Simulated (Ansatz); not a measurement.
**Relaxing Au**

These are results of Ansatz 0.2.0, DFT PBE, scalar-relativistic, plane waves, PAW, not measurements. (420 eV cutoff, 16×16×16 k-mesh, Gaussian smearing of 0.10 eV, no spin polarisation)

What was changed: biaxial strain in the a-b plane, c and atoms relaxed: -6.0 %.

Spin–orbit coupling is left out, which can shift energies with elements as heavy as these.

Command:

```bash
ansatz run input.yaml --threads 1 --pin off --max-ram 2560MiB --backend cpu --events-out ev --progress --plain --runs-dir out
```

Input:

```yaml
crystal:
  lattice:
    - [3.103230496, 0.0, 0.0]
    - [0.0, 3.103230496, 0.0]
    - [0.0, 0.0, 3.4201561637]
  atoms:
    - { symbol: Au, position: [0.0, 0.0, 0.0] }
    - { symbol: Au, position: [0.5, 0.5, 0.5] }
basis:
  ecutwfc: 420
kpoints:
  mp_grid: { grid: [16, 16, 16] }
hamiltonian:
  xc: pbe
scf:
  occupations: { method: gaussian, width: 0.1 }
output:
  forces: true
  stress: true
  eigenvalues: true
relax:
  adjacent_minimum: "off"
  f_tol: 0.008
  max_steps: 40
  cell: { stress_tol: 0.015, fix: [a, b, gamma] }
```

F is the free energy. Steps run on the plane waves of an earlier cell, but the last one, and at times one on the way, on a freshly chosen basis, so a repeated geometry can differ a little in energy. The held parts of the cell keep their stress, so P needn't end at zero.

Steps:

| step | F − F(1) (eV) | largest force component (eV/Å) | V (Å³/atom) | P (GPa) |
| --- | --- | --- | --- | --- |
| 1 | 0.0000 | 0.000 | 16.468 | 16.29 |
| 2 | -0.1188 | 0.000 | 17.271 | 6.65 |
| 3 | -0.1515 | 0.000 | 17.868 | 1.13 |
| 4 | -0.1534 | 0.000 | 18.137 | -1.03 |
| 5 | -0.1536 | 0.000 | 18.081 | -0.60 |
| 6 | -0.1536 | 0.000 | 18.079 | -0.58 |
| 7 | -0.1553 | 0.000 | 18.079 | -0.54 |
| 8 | -0.1553 | 0.000 | 18.098 | -0.67 |
| 9 | -0.1553 | 0.000 | 18.098 | -0.67 |

Relaxed structure:

```xyz
2
Lattice="3.1032 0.0000 0.0000 0.0000 3.1032 0.0000 0.0000 0.0000 3.7586" Properties=species:S:1:pos:R:3 pbc="T T T"
Au    0.0000    0.0000    0.0000
Au    1.5516    1.5516    1.8793
```

Symmetry: I4/mmm, No. 139, tetragonal system. Conventional cell: a = 3.103 Å, b = 3.103 Å, c = 3.759 Å, α = 90.00°, β = 90.00°, γ = 90.00°. Around Au (site symmetry 4/mmm) lie 12 Au at 2.89 to 3.10 Å.

The run converged. Time: 62 s on 1 thread of Intel(R) Xeon(R) 6975P-C (Granite Rapids), on a shared host, peak memory 0.58 GiB.